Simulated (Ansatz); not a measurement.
This Ansatz input for GdN (NiAs-type structure) was spoiled on purpose:

```yaml
crystal:
  lattice:
    - [3.475975949063, -2.886750610335e-11, 0.0]
    - [-1.737987974506, 3.010283474847, 0.0]
    - [0.0, 0.0, 6.1148182391]
  atoms:
    - { symbol: Gd, position: [0.0, 0.0, 0.0], spin: 7.0 }
    - { symbol: Gd, position: [0.0, 0.0, 0.5], spin: 7.0 }
    - { symbol: "N", position: [0.3333333333333, 0.6666666666667, 0.25] }
    - { symbol: "N", position: [0.6666666666667, 0.3333333333333, 0.75] }
basis:
  ecutwfc: 420
  ecutrho_ratio: 4
kpoints:
  mp_grid: { grid: [10, 10, 6] }
hamiltonian:
  Xc: pbe
  hubbard: { sites: [{ species: Gd, l: f, u_eff: 6.0 }] }
scf:
  occupations: { method: gaussian, width: 0.05 }
  max_iter: 75
output:
  forces: true
  stress: true
magnetization:
  spin_polarized: true
```

Launched as:
```sh
ansatz run input.yaml --threads 2 --pin off --max-ram 2662MiB --backend cpu --events-out ev --progress --plain --runs-dir out
```

Q: What is wrong with it?

A: A misspelt key. Against the sound input: hamiltonian.xc: "xc" → "Xc" (the cap on iterations is only a precaution).

What the program printed:

```
Error: YAML parse error: error: line 17 column 3: unknown field `Xc`, expected one of xc, dispersion, noncollinear_xc, pseudopotentials, hubbard, deformation_potential_offset, integrals
  --> <input>:17:3
   |
```

The input was refused before any iteration. Cost: 0.02 s on 2 threads of Arm Neoverse V2 (shared host), peak memory 0.022 GiB. The run before the change (PBE+U (U_eff = 6 eV on Gd 4f), 420 eV, 10×10×6 mesh) gave:

| run | P (GPa) | gap on the mesh (eV) | cell moment (μB) | largest force component (eV/Å) |
| --- | --- | --- | --- | --- |
| sound | 0.0 | metal | 14.00 | 0.000 |

The two runs also differ in their start: the sound one had the moments 7.64, 7.64, 0.00, 0.00 μB typed, and went on from the state of an earlier run.

This is a trial structure; measured cells of the compound in the Crystallography Open Database are in space group Fm-3m (rock salt).

Of that run: The run wasn't fully tested for a lower electronic state. The moments were started parallel, and the real magnetic order may be another.
